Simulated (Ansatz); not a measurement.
# Sb (fcc type): the cost of one run

Computed with Ansatz 0.2.0 (DFT, PBE, all-electron LAPW, scalar-relativistic, unless a step's input says otherwise).

**1. The structure to begin with**

Symmetry: Fm-3m, No. 225, cubic system. The conventional cell has a = 4.787 Å, b = 4.787 Å, c = 4.787 Å, α = 90.00°, β = 90.00°, γ = 90.00°. Sb (site symmetry m-3m) is surrounded by 12 Sb at 3.38 Å.

Coordinates:

```xyz
1
Lattice="0.0000 2.3933 2.3933 2.3933 0.0000 2.3933 2.3933 2.3933 0.0000" Properties=species:S:1:pos:R:3 pbc="T T T"
Sb    0.0000    0.0000    0.0000
```

**2. Fcc relaxed under pressure, LAPW**

input.yaml

```yaml
crystal:
  lattice:
    - [0.0, 2.3933040554, 2.3933040554]
    - [2.3933040554, 0.0, 2.3933040554]
    - [2.3933040554, 2.3933040554, 0.0]
  atoms:
    - { symbol: Sb, position: [0.0, 0.0, 0.0] }
kpoints:
  mp_grid: { grid: [14, 14, 14] }
scf:
  occupations: { method: fermi_dirac, width: 0.08 }
hamiltonian:
  xc: pbe
  pseudopotentials: { kind: all_electron, lapw: { basis_error: 0.0005 } }
output:
  forces: true
  stress: true
  eigenvalues: true
relax:
  f_tol: 0.005
  max_steps: 12
  cell: { p_target: 0.11, stress_tol: 0.03 }
```

Command:

```console
$ ansatz run input.yaml --threads 1 --pin off --max-ram 3584MiB --backend cpu --events-out ev --progress --plain --runs-dir out
```

**Question.** How long does this run take on 1 thread of Intel Xeon Platinum 8488C (Sapphire Rapids), shared host, and how much memory does it need?

About 8.7 s, with a peak of 0.34 GiB.
